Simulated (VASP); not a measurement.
The input files of a VASP run:

**KPOINTS**
```
Automatic mesh
0
gamma
5 5 5
```

File POSCAR:
```
BaSnO3
1
    4.1027117665     0.0000000000     0.0000000000
    0.0000000000     4.1027117665     0.0000000000
    0.0000000000     0.0000000000     4.1027117665
Ba Sn O
1 1 3
Direct
  0.0000000000   0.0000000000   0.0000000000
  0.5000000000   0.5000000000   0.5000000000
  0.5000000000   0.0000000000   0.5000000000
  0.0000000000   0.5000000000   0.5000000000
  0.5000000000   0.5000000000   0.0000000000
```

### INCAR
```
# general
SYSTEM  = BaSnO3
PREC    = Accurate
ENCUT   = 520
LREAL   = .FALSE.
LASPH   = .TRUE.   # aspherical one-centre terms

# electronic loop
EDIFF   = 1E-7
NELM    = 100
ALGO    = Normal
LMAXMIX = 4   # l cut-off of mixed one-centre charges

# smearing
ISMEAR  = 0   # Gaussian
SIGMA   = 0.05   # width (eV)

# functional
GGA     = PE   # PBE

# ions
ISIF    = 2   # forces and stress, cell fixed

# output
LWAVE   = .FALSE.
LCHARG  = .FALSE.
```

POTCAR, in this order: Ba_sv Sn_d O (PBE.64 set). Program: vasp_std.

### Question
Write an equivalent input for Quantum ESPRESSO's pw.x.

### Answer
One equivalent input (not run):
```
&CONTROL
  calculation = 'scf'
  pseudo_dir = './pseudo'
  outdir = './out'
  tprnfor = .true.
  tstress = .true.
/
&SYSTEM
  ibrav = 0
  nat = 5
  ntyp = 3
  ecutwfc = 84
  occupations = 'smearing'
  smearing = 'gaussian'
  degauss = 0.003675
  input_dft = 'pbe'
/
&ELECTRONS
  conv_thr = 7.3e-09
  electron_maxstep = 100
/
ATOMIC_SPECIES
  Ba 137.327 Ba.upf
  Sn 118.710 Sn.upf
  O 15.999 O.upf
CELL_PARAMETERS angstrom
     4.1027118    0.0000000    0.0000000
     0.0000000    4.1027118    0.0000000
     0.0000000    0.0000000    4.1027118
ATOMIC_POSITIONS crystal
  Ba   0.0000000  0.0000000  0.0000000
  Sn   0.5000000  0.5000000  0.5000000
  O    0.5000000  0.0000000  0.5000000
  O    0.0000000  0.5000000  0.5000000
  O    0.5000000  0.5000000  0.0000000
K_POINTS automatic
  5 5 5 0 0 0
```
What does not carry over: the potentials are each code's own (VASP's PAW set, PseudoDojo norm-conserving files in pw.x), so ENCUT and ecutwfc are chosen apart and not converted; conv_thr bounds pw.x's estimated SCF error, while EDIFF bounds the energy change between steps.

The compound is BaSnO3 in the cubic perovskite structure. This cell is one point of a volume scan, at 0.94 of the reference volume.
